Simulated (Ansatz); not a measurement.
TaN:

```
Ta N
1.0
     5.19600    0.00000    0.00000
    -2.59800    4.49987    0.00000
     0.00000    0.00000    2.91100
Ta N
3 3
Direct
  0.00000 0.00000 0.00000
  0.66667 0.33333 0.50000
  0.33333 0.66667 0.50000
  0.00000 0.39285 0.00000
  0.60715 0.60715 0.00000
  0.39285 0.00000 0.00000
```

```yaml
Program: Ansatz 0.2.0
Task: relaxation of cell and atoms
Functional: PBE
Potentials_or_basis: Ansatz PAW
Cutoff: "420 eV (not typed: the program's choice for these potentials)"
k_mesh: 6 × 6 × 9
Occupations: fermi-dirac, width 0.05 eV
Spin: no spin polarisation
```

At the start: volume 11.34 Å³/atom.

Problem. How do energy, volume and symmetry change on relaxing?

Solution. It ends after 8 steps and the volume is 11.52 Å³/atom (+1.6 %); space group P-62m (No. 189, to 0.05 Å).

Step by step:
| step | energy change (eV) | largest force (eV/Å) | volume (Å³) |
| --- | --- | --- | --- |
| 1 | 0.0000 | 0.0411 | 68.06 |
| 2 | -0.0086 | 0.0138 | 69.56 |
| 3 | -0.0129 | 0.0088 | 69.15 |
| 4 | -0.0132 | 0.0028 | 69.10 |
| 5 | -0.0132 | 0.0010 | 69.11 |
| 6 | -0.0165 | 0.0008 | 69.11 |
| 7 | -0.0165 | 0.0001 | 69.13 |
| 8 | -0.0165 | 0.0001 | 69.13 |

Final structure:
```
CELL_PARAMETERS angstrom
5.22759 0.00000 0.00000
-2.61380 4.52723 0.00000
0.00000 0.00000 2.92100
ATOMIC_POSITIONS crystal
Ta 0.00000 0.00000 0.00000
Ta 0.66667 0.33333 0.50000
Ta 0.33333 0.66667 0.50000
N 0.00000 0.39247 0.00000
N 0.60753 0.60753 0.00000
N 0.39247 0.00000 0.00000
```

Caveat: the plane-wave basis is chosen anew once the cell has moved, so the energies of steps on either side of that aren't comparable; the pressure holds a Pulay correction of +0.4 GPa for the finite cutoff.
